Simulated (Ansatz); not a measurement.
# TiO: tests of the settings

The task here is to estimate one member of a computed series from the others.

Method: DFT r2SCAN, scalar-relativistic, plane waves, PAW, in Ansatz 0.2.0.

1 further run of the same task is left out (it didn't finish).

## Starting point

The structure is hexagonal, space group P-62m (No. 189). Conventional cell: a = 4.989 Å, b = 4.989 Å, c = 2.873 Å, α = 90.00°, β = 90.00°, γ = 120.00°. Around Ti (site symmetry -6) lie 6 O at 2.10 Å. Ti (site symmetry -62m) is surrounded by 3 O at 1.97 Å. O (site symmetry m2m) is surrounded by 5 Ti at 1.97 to 2.10 Å.

As a file:

```
CELL_PARAMETERS angstrom
4.98909 0.00000 0.00000
-2.49454 4.32068 0.00000
0.00000 0.00000 2.87331
ATOMIC_POSITIONS crystal
Ti 0.66667 0.33333 0.50000
Ti 0.33333 0.66667 0.50000
Ti 0.00000 0.00000 0.00000
O 0.60556 0.60556 0.00000
O 0.39444 0.00000 0.00000
O 0.00000 0.39444 0.00000
```

The structure comes from the Materials Project (structure only); it is used as listed.

## The base run, which the others are set against

input.yaml reads:

```yaml
crystal:
  lattice:
    - [4.989087772, 0.0, 0.0]
    - [-2.494543886, 4.3206767523, 0.0]
    - [0.0, 0.0, 2.87331344]
  atoms:
    - { symbol: Ti, position: [0.66666667, 0.33333333, 0.5] }
    - { symbol: Ti, position: [0.33333333, 0.66666667, 0.5] }
    - { symbol: Ti, position: [0.0, 0.0, 0.0] }
    - { symbol: O, position: [0.60555924, 0.60555924, 0.0] }
    - { symbol: O, position: [0.39444076, 0.0, 0.0] }
    - { symbol: O, position: [0.0, 0.39444076, 0.0] }
basis:
  ecutwfc: 500
kpoints:
  mp_grid: { grid: [12, 12, 12] }
hamiltonian:
  xc: r2scan
scf:
  occupations: { method: gaussian, width: 0.1 }
output:
  forces: true
  stress: true
  eigenvalues: true
  populations: true
  write_density: true
  write_potential: true
  elf: true
  volumetric_format: npy
```

It was run beforehand and gave: -1537.9889 eV/atom at zero smearing, pressure -1.51 GPa, largest force 0.034 eV/Å, no gap on the mesh, in 9 SCF cycles and 2.1 min.

Set-up of the first run:

input.yaml reads:

```yaml
crystal:
  lattice:
    - [4.989087772, 0.0, 0.0]
    - [-2.494543886, 4.3206767523, 0.0]
    - [0.0, 0.0, 2.87331344]
  atoms:
    - { symbol: Ti, position: [0.6666666667, 0.3333333333, 0.5] }
    - { symbol: Ti, position: [0.3333333333, 0.6666666667, 0.5] }
    - { symbol: Ti, position: [0.0, 0.0, 0.0] }
    - { symbol: O, position: [0.60555924, 0.60555924, 0.0] }
    - { symbol: O, position: [0.39444076, 0.0, 0.0] }
    - { symbol: O, position: [0.0, 0.39444076, 0.0] }
basis:
  ecutwfc: 500
kpoints:
  mp_grid: { grid: [6, 6, 6] }
hamiltonian:
  xc: r2scan
scf:
  occupations: { method: gaussian, width: 0.01 }
output:
  forces: true
  stress: true
  eigenvalues: true
```

Launch:

```sh
$ ansatz run input.yaml --threads 1 --pin off --max-ram 2560MiB --backend cpu --events-out ev --progress --plain --runs-dir out
```

Steps of the session up to this table: Smearing width on a coarse mesh: Gaussian 0.01 eV; Smearing width on a coarse mesh set to Gaussian 0.05 eV; Smearing width on a coarse mesh set to Gaussian 0.2 eV; Smearing width on a coarse mesh: Gaussian 0.4 eV; Level of the exchange-correlation grid: 1; Level of the exchange-correlation grid set to 2; Level of the exchange-correlation grid set to 3; Level of the exchange-correlation grid: 4.

One table of the session follows, with a row left open; its other results are not shown here.

It belongs to the step «The sweep of the level of the exchange-correlation grid side by side». 

```
level  ΔE (meV/atom)
    1          -0.02
    2              ?
    3           0.00
    4           0.00
```

Q: Estimate the row for level = 2 from the others.

Worked estimate for «ΔE (meV/atom)». A straight line through the neighbours (1, -0.02) and (3, 0.00) gives -0.02 + (0.00 + 0.02) × (2 − 1) / (3 − 1) = -0.01; a parabola fitted to 3 rows on both sides gives -0.01.

The run gave: ΔE (meV/atom): -0.03. In «ΔE (meV/atom)» the line misses by +0.02 and the parabola by +0.02. Between these rows the values bend or scatter more than so simple an estimate can follow.

To keep in mind: The final runs have no spin polarisation, so no magnetic state was tried and one may lie lower.
